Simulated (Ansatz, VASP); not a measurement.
Nb: VASP beside Ansatz

File INCAR:

```
SYSTEM = Nb
PREC = Accurate
ENCUT = 520
EDIFF = 1E-6
ISMEAR = 0
SIGMA = 0.15
LREAL = .False.
LASPH = .True.
NELM = 100
ALGO = Fast
ISIF = 2
LWAVE = .False.
LCHARG = .True.
GGA = PS
LELF = .True.
LVHAR = .True.
NBANDS = 12
```

KPOINTS

```
regular mesh
0
Gamma
  22 22 22
  0 0 0
```

Contents of POSCAR:

```
Nb
1.0
   -1.8678147505      1.8678147505      1.3205450286
    1.8678147505     -1.8678147505      1.3205450286
    1.8678147505      1.8678147505     -1.3205450286
Nb
1
Direct
    0.0000000000      0.0000000000      0.0000000000
```

Input for Ansatz:

```yaml
crystal:
  lattice:
    - [-1.8678147505, 1.8678147505, 1.3205450286]
    - [1.8678147505, -1.8678147505, 1.3205450286]
    - [1.8678147505, 1.8678147505, -1.3205450286]
  atoms:
    - { symbol: Nb, position: [0.0, 0.0, 0.0] }
basis:
  ecutwfc: 420
kpoints:
  mp_grid: { grid: [22, 22, 22] }
hamiltonian:
  xc: pbesol
scf:
  occupations: { method: gaussian, width: 0.15 }
output:
  forces: true
  stress: true
  eigenvalues: true
```

Alike in both runs: task single point; functional PBEsol; k mesh 22 × 22 × 22; occupations gaussian, width 0.15 eV; no spin polarisation.

|  | VASP | Ansatz |
| --- | --- | --- |
| version | VASP 6.6.1 | Ansatz 0.2.0 |
| potentials or method | VASP PAW PBE potentials, release 64 (Nb_sv) | scalar-relativistic, plane waves, PAW |
| plane-wave cutoff (eV) | 520 | 420 |
| valence electrons in the cell | 13 | 13 |

Ansatz gave:

- gap on the k mesh at the Fermi level (eV): none
- pressure (GPa): -2.6
- largest component of the traceless stress (GPa): 4.84

**Question.** What did VASP give for the same quantities?

**Answer.** gap on the k mesh at the Fermi level (eV): none; pressure (GPa): -2.9; largest component of the traceless stress (GPa): 4.93.

A gap of «none» marks a metal or a gap that the smearing closes. With one functional, cell and mesh, what is left measures potentials, basis and numerics.

Caveats: the PAW data sets were made with another functional, which shifts forces and pressure a little (VASP).
